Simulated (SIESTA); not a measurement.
Crystal: SnSe.

```xyz
2
Lattice="0.0000 3.0100 3.0100 3.0100 0.0000 3.0100 3.0100 3.0100 0.0000" Properties=species:S:1:pos:R:3 pbc="T T T"
Sn    0.0000    0.0000    0.0000
Se    3.0100    3.0100    3.0100
```

Measurements of this composition are mostly on another form, of space group No. 62.

Base run:

| Quantity | Value |
| --- | --- |
| Program | SIESTA 5.4.2 |
| Functional | BLYP |
| Potentials or basis | PseudoDojo 0.4 standard (PBE files) |
| Basis | DZP (energy shift 0.003 Ry; two zetas on semicore shells) |
| Grid cutoff | 500 Ry |
| Energy shift | 0.003 Ry |
| k mesh | 8 × 8 × 8 |
| Occupations | fermi-dirac, width 0.05 eV |
| Spin | no spin polarisation |

Its results: pressure 6.2 GPa.

Task: The run is repeated on the same cell with these changes: functional from BLYP to PBEsol; potentials or basis from PseudoDojo 0.4 standard (PBE files) to PseudoDojo 0.4 standard (PBEsol files). What comes out?

Result: Pressure -0.3 GPa.

Caveats: the basis of atomic orbitals isn't converged, which shifts pressures, moduli and gaps; the potentials were made for another functional, which shifts forces and pressure (some runs).

Not every run made on this cell is shown here.
